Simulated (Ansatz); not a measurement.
A plane-wave DFT run in Ansatz 0.2.0 (scalar-relativistic PAW potentials unless the input names others): input and command.

```yaml
crystal:
  lattice:
    - [2.7318013112, 1.5814102975, 2.2376661952]
    - [-2.7318013112, 1.5814102975, 2.2376661952]
    - [0.0, -3.769267092, 2.6638810919]
  atoms:
    - { symbol: Ba, position: [-0.0058021801, -0.0058021801, 0.0471993408] }
    - { symbol: Ti, position: [0.4942303041, 0.4942303041, 0.5473357442] }
    - { symbol: O, position: [0.4942228668, 0.9942292611, 0.4693399932] }
    - { symbol: O, position: [0.4942207479, 0.4942207479, 0.9378859285] }
    - { symbol: O, position: [0.9942292611, 0.4942228668, 0.4693399932] }
basis:
  ecutwfc: "22.0 Ry"
kpoints:
  mp_grid: { grid: [6, 6, 6] }
hamiltonian:
  xc: pbe
  hubbard: { sites: [{ species: Ti, l: d, u_eff: 4.0 }] }
scf:
  occupations: { method: methfessel_paxton, width: 0.01 }
output:
  forces: true
  eigenvalues: true
  stress: true
```

```bash
ansatz run input.yaml --threads 1 --pin off --max-ram 2560MiB --backend cpu --events-out ev --progress --plain --runs-dir out
```

Abridged log:
```
Warning: basis.ecutwfc = 299.32524870 eV is below the records' recommended 420 eV, and the density's cutoff is lower with it unless basis.ecutrho_ratio is high enough to keep the records' density cutoff: compare with a run at a higher cutoff
Basis set: ecut = 299.32524870 eV, 829 PW (Γ), exchange–correlation on 48×48×54 points (8 copies of the dense FFT grid, shifted against one another)
Bands: 25, of which v1, the nominal top of the filled ones, is band 20 counted from 1 (19 counted from 0)
Symmetry: 2 space group operations
k-points: 68 of 216 (time reversal used)
SCF iter   1: F=—  HF=-10155.212510 eV  |F-HF|=—  |Δ(HF+E_count)|=         —  Δρ=6.14e-2  dr2=3.27e0  ethr=3.10e-3  ⟨swp⟩=6.9  Hψ=9020  notcnv=0
SCF iter   2: F=—  HF=-10154.556800 eV  |F-HF|=—  |Δ(HF+E_count)|=   6.56e-1  S|Δr|=    0.00e0  Δρ=3.25e-2  dr2=6.60e-1  ethr=3.10e-3  ⟨swp⟩=3.0  Hψ=3997  notcnv=0  defer=68
SCF iter   3: F=—  HF=-10154.482566 eV  |F-HF|=—  |Δ(HF+E_count)|=   7.42e-2  S|Δr|=    0.00e0  Δρ=1.48e-2  dr2=2.00e-1  ethr=1.65e-3  ⟨swp⟩=2.5  Hψ=3014  notcnv=0  defer=68
SCF iter   4: F=—  HF=-10154.467040 eV  |F-HF|=—  |Δ(HF+E_count)|=   1.55e-2  S|Δr|=    0.00e0  Δρ=7.49e-3  dr2=3.81e-2  ethr=5.00e-4  ⟨swp⟩=3.0  Hψ=3114  notcnv=0  defer=68
SCF iter   5: F=—  HF=-10154.466584 eV  |F-HF|=—  |Δ(HF+E_count)|=   4.56e-4  S|Δr|=    0.00e0  Δρ=1.66e-3  dr2=1.93e-3  ethr=9.52e-5  ⟨swp⟩=2.7  Hψ=3194  notcnv=0  defer=68
SCF iter   6: F=—  HF=-10154.467805 eV  |F-HF|=—  |Δ(HF+E_count)|=   1.22e-3  S|Δr|=    0.00e0  Δρ=1.01e-3  dr2=6.25e-4  ethr=4.82e-6  ⟨swp⟩=2.3  Hψ=2895  notcnv=0  defer=68
SCF iter   7: F=—  HF=-10154.467779 eV  |F-HF|=—  |Δ(HF+E_count)|=   2.61e-5  S|Δr|=    0.00e0  Δρ=2.63e-4  dr2=5.44e-5  ethr=1.56e-6  ⟨swp⟩=2.1  Hψ=2841  notcnv=0  defer=68
SCF iter   8: F=—  HF=-10154.467797 eV  |F-HF|=—  |Δ(HF+E_count)|=   1.81e-5  S|Δr|=    0.00e0  Δρ=7.01e-5  dr2=3.97e-6  ethr=1.36e-7  ⟨swp⟩=2.6  Hψ=2895  notcnv=0  defer=68
SCF iter   9: F=—  HF=-10154.467799 eV  |F-HF|=—  |Δ(HF+E_count)|=   2.13e-6  S|Δr|=    0.00e0  Δρ=1.77e-5  dr2=3.26e-7  ethr=9.91e-9  ⟨swp⟩=2.3  Hψ=2612  notcnv=0  defer=68
SCF iter  10: F=-10154.467800 eV  HF=-10154.467800 eV  |F-HF|=4.86e-9  |Δ(HF+E_count)|=   1.80e-7  S|Δr|=    0.00e0  Δρ=3.57e-6  dr2=1.32e-8  ethr=2.50e-10  ⟨swp⟩=10.3  Hψ=7872  notcnv=0
SCF 1 converged in 10 iterations: F = -10154.467800 eV  dr2 = 1.32e-8
SCF converged after 10 iterations
Stability not checked: this state was not tested for a lower state beside it, because cold or Methfessel-Paxton smearing, or corrected tetrahedra, fill the levels in a way that the test cannot read (fill_not_monotonic; see scf.lower_state_search)
Free energy (F): -10154.467800 eV
Harris-Foulkes:  -10154.467800 eV  (|F-HF|=4.86e-9)
Internal energy: -10154.467800 eV  (E = F + TS)
E sigma→0 (E₀):  -10154.467800 eV
Fermi energy:    11.141861 eV
Step filling:    the computed levels leave a gap of 2.3407 eV = 234.1 smearing widths at the electron count; against every level under it full and every level over it empty, smearing changes F+E_penalty+E_count by +0.00e0 meV and its σ→0 estimate by +0.00e0 meV
--- Forces (eV/Å), atoms counted from 1 ---
  atom   1  Ba     0.00000000    -0.04606708     0.03359762
  atom   2  Ti     0.00000000    -0.13320502     0.09357118
  atom   3  O      0.00028616     0.00841813    -0.00617989
  atom   4  O      0.00000000     0.16247877    -0.11480176
  atom   5  O     -0.00028616     0.00841813    -0.00617989
--- Stress (GPa, compression-positive) ---
        4.035549       0.000000       0.000000
        0.000000       0.606072       1.967125
        0.000000       1.967125       1.997621
  P = ⅓ Tr σ = 2.2131 GPa (22.131 kbar)
Occupation matrices written to <dir>
```

Apart from outputs, empty bands and the relaxation, which only the reference makes, the input differs from a reference run on usual settings in scf.occupations.method: "gaussian" → "methfessel_paxton"; scf.occupations.width: 0.02 → 0.01; basis.ecutwfc: 420 → "22.0 Ry". The reference, at the same geometry, ended its own course with pressure 3.26 GPa, largest force 0.004 eV/Å, gap on the mesh 2.39 eV. This run converged in 10 SCF iterations with an energy at zero smearing 311 meV/atom above the reference's, pressure 2.21 GPa, largest force 0.199 eV/Å, gap on the mesh 2.34 eV. Its cutoff is looser than usual, and the result moved.

Time: 12 s on 1 thread of Arm Neoverse V2 (shared host), peak memory 0.41 GiB.